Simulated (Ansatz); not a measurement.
Phases of AlN at 0.00054 GPa

Structure types of AlN are relaxed in primitive cells with their symmetry kept at 0.00054 GPa, on PAW files; LAPW relaxes the small cells further and takes the PAW cell for the others (marked *). The enthalpy is E + pV at zero temperature, without zero-point motion. Only the types listed were tried, and differences under about 5 meV/atom are mesh noise. The real phase may be another.

Level of theory: DFT with PBE, scalar-relativistic, in Ansatz 0.2.0; Fermi–Dirac smearing of 0.08 eV, no spin polarisation. LAPW: all electrons, basis error target 0.5 meV/atom; PAW: frozen-core files, cutoff 420 eV.

k meshes: rocksalt 15×15×15, CsCl 14×14×14, zincblende 15×15×15, wurtzite 12×12×7, NiAs 12×12×7.

Task: Order the types by LAPW enthalpy, lowest first.
A. wurtzite
B. zincblende
C. rocksalt
D. CsCl
E. NiAs

Result: A (0 meV/atom), B (21 meV/atom), C (169 meV/atom), E (329 meV/atom), D (1724 meV/atom).

```json
{"start type": "rocksalt", "ends as": "rocksalt, Fm-3m", "a, b, c (Å)": "4.071, 4.071, 4.071", "V (Å³/atom)": "8.43", "H − H(lowest), LAPW (meV/atom)": "169.5", "same, PAW": "168.6"}
{"start type": "CsCl", "ends as": "CsCl, Pm-3m", "a, b, c (Å)": "2.614, 2.614, 2.614", "V (Å³/atom)": "8.94", "H − H(lowest), LAPW (meV/atom)": "1723.7", "same, PAW": "1723.0"}
{"start type": "zincblende", "ends as": "zincblende, F-43m", "a, b, c (Å)": "4.402, 4.402, 4.402", "V (Å³/atom)": "10.67", "H − H(lowest), LAPW (meV/atom)": "21.4", "same, PAW": "21.4"}
{"start type": "wurtzite*", "ends as": "wurtzite, P6_3mc", "a, b, c (Å)": "3.130, 3.130, 5.018", "V (Å³/atom)": "10.64", "H − H(lowest), LAPW (meV/atom)": "0.0", "same, PAW": "0.0"}
{"start type": "NiAs*", "ends as": "NiAs, P6_3/mmc", "a, b, c (Å)": "2.856, 2.856, 4.883", "V (Å³/atom)": "8.62", "H − H(lowest), LAPW (meV/atom)": "328.7", "same, PAW": "327.9"}
```
